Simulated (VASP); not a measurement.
# CdSe (F-43m) in VASP: Born charges and dielectric tensor with LDA

Aim: the Born charges and dielectric tensor of CdSe with LDA.

All numbers are computed with VASP 6.6.1; they aren't measurements. Logs are shortened: lines on timing, memory, paths and dates and some standing lists are left out, and cuts for length are marked.

## Step 1: The crystal as given

It takes space group F-43m (No. 216, cubic). Conventional cell: a = 6.093 Å, b = 6.093 Å, c = 6.093 Å, α = 90.00°, β = 90.00°, γ = 90.00°. Around Cd (site symmetry -43m) lie 4 Se at 2.64 Å. Se (site symmetry -43m) is surrounded by 4 Cd at 2.64 Å.

Measurements of this composition are mostly on another form, of space group No. 186.

## Step 2: Born charges and dielectric tensor, LDA

File INCAR:

```
SYSTEM = CdSe
ALGO = Fast
EDIFF = 1E-8
ENCUT = 600
IBRION = 8
ISIF = 2
ISMEAR = 0
LASPH = .True.
LCHARG = .False.
LEPSILON = .True.
LREAL = .False.
LWAVE = .False.
NELM = 60
NSW = 1
PREC = Accurate
SIGMA = 0.02
```

File KPOINTS:

```
k-points
0
Gamma
  10 10 10
  0 0 0
```

File POSCAR:

```
CdSe
1.0
    0.0000000000      3.0463900000      3.0463900000
    3.0463900000      0.0000000000      3.0463900000
    3.0463900000      3.0463900000      0.0000000000
Cd Se
1 1
Direct
    0.0000000000      0.0000000000      0.0000000000
    0.2500000000      0.2500000000      0.2500000000
```

Potentials or basis: VASP PAW LDA potentials, release 64 (Cd, Se).

Started as:

```console
> cat potpaw_LDA.64/Cd/POTCAR potpaw_LDA.64/Se/POTCAR > POTCAR
> mpirun -np 1 vasp_std > vasp.out
```

OUTCAR:

```text
SYSTEM = CdSe
   EDIFF = 1E-8
   ENCUT = 600
   IBRION = 8
   ISIF = 2
   ISMEAR = 0
   LASPH = .True.
   LEPSILON = .True.
   LREAL = .False.
   NELM = 60
   NSW = 1
   PREC = Accurate

 ion  position               nearest neighbor table
   1  0.000  0.000  0.000-   2 2.64   2 2.64   2 2.64   2 2.64
   2  0.250  0.250  0.250-   1 2.64   1 2.64   1 2.64   1 2.64

  LATTYP: Found a face centered cubic cell.
 ALAT       =     6.0927800000

  Lattice vectors:

 A1 = (   0.0000000000,   3.0463900000,   3.0463900000)
 A2 = (   3.0463900000,   0.0000000000,   3.0463900000)
 A3 = (   3.0463900000,   3.0463900000,   0.0000000000)

Analysis of symmetry for initial positions (statically):
=====================================================================
 Subroutine PRICEL returns:
 Original cell was already a primitive cell.

 Routine SETGRP: Setting up the symmetry group for a
 face centered cubic supercell.

 Subroutine GETGRP returns: Found 24 space group operations
 (whereof 24 operations were pure point group operations)
 out of a pool of 48 trial point group operations.

The static configuration has the point symmetry T_d .

Analysis of symmetry for dynamics (positions and initial velocities):
=====================================================================
 Subroutine PRICEL returns:
 Original cell was already a primitive cell.

 Routine SETGRP: Setting up the symmetry group for a
 face centered cubic supercell.

 Subroutine GETGRP returns: Found 24 space group operations
 (whereof 24 operations were pure point group operations)
 out of a pool of 48 trial point group operations.

The dynamic configuration has the point symmetry T_d .

 Subroutine INISYM returns: Found 24 space group operations
 (whereof 24 operations are pure point group operations),
 and found     1 'primitive' translations

[... 617 lines left out ...]
     0.00819  0.00000  0.00000
     0.00000 -0.00156 -5.49697
     0.00000 -5.49697 -0.00156

 MACROSCOPIC STATIC DIELECTRIC TENSOR (including local field effects in DFT)
 ------------------------------------------------------
          18.406062     0.000000    -0.000000
          -0.000000    18.406062     0.000000
           0.000000     0.000000    18.406062
 ------------------------------------------------------

 PIEZOELECTRIC TENSOR (including local field effects)  for field in x, y, z        (e  Angst)
          XX          YY          ZZ          XY          YZ          ZX
  --------------------------------------------------------------------------------
  x     0.00000     0.00000    -0.00000    -0.00000    -2.72290     0.00000
  y    -0.00000     0.00000     0.00000     0.00000     0.00000    -2.72290
  z    -0.00000    -0.00000     0.00000    -2.72290     0.00000    -0.00000

 PIEZOELECTRIC TENSOR (including local field effects)  for field in x, y, z        (C/m^2)
          XX          YY          ZZ          XY          YZ          ZX
  --------------------------------------------------------------------------------
  x     0.00000     0.00000    -0.00000    -0.00000    -0.77153     0.00000
  y    -0.00000     0.00000     0.00000     0.00000     0.00000    -0.77153
  z    -0.00000    -0.00000     0.00000    -0.77153     0.00000    -0.00000

 BORN EFFECTIVE CHARGES (including local field effects) (in |e|, cummulative output)
 ---------------------------------------------------------------------------------
 ion    1
    1     2.38315    -0.00000    -0.00000
    2     0.00000     2.38315    -0.00000
    3     0.00000    -0.00000     2.38315
 ion    2
    1    -2.38315     0.00000     0.00000
    2    -0.00000    -2.38315     0.00000
    3    -0.00000     0.00000    -2.38315

 INTERNAL STRAIN TENSOR FOR ION    2 for displacements in x,y,z  (eV/Angst):
          X           Y           Z          XY          YZ          ZX
  --------------------------------------------------------------------------------
  x     0.00000     0.00000     0.00000     0.00000    -5.49697     0.00000
  y     0.00000     0.00000     0.00000     0.00000     0.00000    -5.49697
  z     0.00000     0.00000     0.00000    -5.49697     0.00000     0.00000

 SECOND DERIVATIVES (NOT SYMMETRIZED)
 ------------------------------------
               1X          1Y          1Z          2X          2Y          2Z
  1X    -4.647030    0.000000    0.000000    4.647030    0.000000    0.000000
  1Y     0.000000   -4.647030    0.000000    0.000000    4.647030    0.000000
  1Z     0.000000    0.000000   -4.647030    0.000000    0.000000    4.647030
  2X     4.671285    0.000000    0.000000   -4.671285    0.000000    0.000000
  2Y     0.000000    4.671285    0.000000    0.000000   -4.671285    0.000000
  2Z     0.000000    0.000000    4.671285    0.000000    0.000000   -4.671285

 Eigenvectors and eigenvalues of the dynamical matrix
 ----------------------------------------------------

   1 f  =    4.956027 THz    31.139634 2PiTHz  165.315254 cm-1    20.496470 meV
             X         Y         Z           dx          dy          dz
      0.000000  0.000000  0.000000    -0.529988    0.361184    0.000000
      1.523195  1.523195  1.523195     0.634011   -0.432075    0.000000
[... 21 lines left out ...]
   6 f/i=    0.006348 THz     0.039885 2PiTHz    0.211745 cm-1     0.026253 meV
             X         Y         Z           dx          dy          dz
      0.000000  0.000000  0.000000    -0.330906    0.688719   -0.069469
      1.523195  1.523195  1.523195    -0.276614    0.575720   -0.058071

--------------------------------------------------------------------------------------------------------

 MACROSCOPIC STATIC DIELECTRIC TENSOR IONIC CONTRIBUTION
 ------------------------------------------------------
           3.900966    -0.000000    -0.000000
          -0.000000     3.900966     0.000000
          -0.000000     0.000000     3.900966
 ------------------------------------------------------

 ELASTIC MODULI CONTR FROM IONIC RELAXATION (kBar)
 Direction    XX          YY          ZZ          XY          YZ          ZX
 --------------------------------------------------------------------------------
 XX          -0.0000      0.0000      0.0000     -0.0000      0.0000     -0.0000
 YY           0.0000     -0.0000      0.0000     -0.0000     -0.0000      0.0000
 ZZ           0.0000      0.0000     -0.0000      0.0000     -0.0000     -0.0000
 XY          -0.0000     -0.0000      0.0000   -187.6505      0.0000     -0.0000
 YZ           0.0000     -0.0000     -0.0000      0.0000   -187.6505      0.0000
 ZX          -0.0000      0.0000     -0.0000     -0.0000      0.0000   -187.6505
 --------------------------------------------------------------------------------

 PIEZOELECTRIC TENSOR IONIC CONTR  for field in x, y, z        (C/m^2)
          XX          YY          ZZ          XY          YZ          ZX
  --------------------------------------------------------------------------------
  x    -0.00000     0.00000     0.00000    -0.00000     0.80507    -0.00000
  y     0.00000    -0.00000     0.00000     0.00000    -0.00000     0.80507
  z     0.00000     0.00000    -0.00000     0.80507    -0.00000     0.00000
```

OSZICAR:

```text
N       E                     dE             d eps       ncg     rms          rms(c)
DAV:   1     0.118978148394E+03    0.11898E+03   -0.96100E+03  1230   0.139E+03
DAV:   2    -0.181859392295E+01   -0.12080E+03   -0.11521E+03  1407   0.306E+02
DAV:   3    -0.709294684995E+01   -0.52744E+01   -0.52568E+01  1467   0.662E+01
DAV:   4    -0.712416450197E+01   -0.31218E-01   -0.31214E-01  1307   0.509E+00
[... 13 lines left out ...]
RMM:   9    -0.846454803290E-01    0.14063E-06    0.15640E-09  7300   0.520E-05    0.796E-06
RMM:  10    -0.846455237287E-01   -0.43400E-07   -0.80678E-10  6805   0.110E-05    0.626E-06
RMM:  11    -0.846455491317E-01   -0.25403E-07    0.40398E-10  6568   0.854E-06    0.174E-06
RMM:  12    -0.846455504937E-01   -0.13619E-08    0.13593E-09  4563   0.472E-06    0.432E-07
 Linear response finished
```

Run time: 26 min. Hardware: 1 thread of Intel Xeon Platinum 8175M at 2.50GHz (Skylake/Cascade Lake), shared host; peak memory 0.52 GiB.

Results:

| Item | Value |
| --- | --- |
| Band gap on the k mesh | 0.35 eV, direct |
| Electronic dielectric tensor (diagonal) | 18.41 |
| Born charges (mean of the diagonal) | Cd +2.38; Se -2.38 e |
| Highest phonon frequency at Γ, LO-TO splitting left out | 165 cm⁻¹ |

Levels at points of the mesh, in eV from the valence-band top:
| k point | band 7 | band 8 | band 9 | band 10 | band 11 | band 12 |
| --- | --- | --- | --- | --- | --- | --- |
| (0.00, 0.00, 0.00) | 0.00 | 0.00 | 0.00 | 0.35 | 5.80 | 5.80 |
| (0.50, 0.00, 0.00) | -4.45 | -0.76 | -0.76 | 2.19 | 6.31 | 6.31 |
| (0.50, 0.50, 0.00) | -4.14 | -1.87 | -1.87 | 2.95 | 3.61 | 8.86 |

Phonon frequencies in cm⁻¹ (negative: imaginary):
| q point | frequencies |
| --- | --- |
| (0.000, 0.000, 0.000) | 0 0 0 165 165 165 |

Electronic dielectric tensor:
```
18.41  0.00  0.00
 0.00 18.41  0.00
 0.00  0.00 18.41
```

Born effective charge tensors (e):
atom 1, Cd
```
2.38 0.00 0.00
0.00 2.38 0.00
0.00 0.00 2.38
```
atom 2, Se
```
-2.38  0.00  0.00
 0.00 -2.38  0.00
 0.00  0.00 -2.38
```

Caveat: the gap is small at this level, which inflates the dielectric constant. Expect the measured gap to be larger: semilocal functionals such as LDA lack the derivative discontinuity.
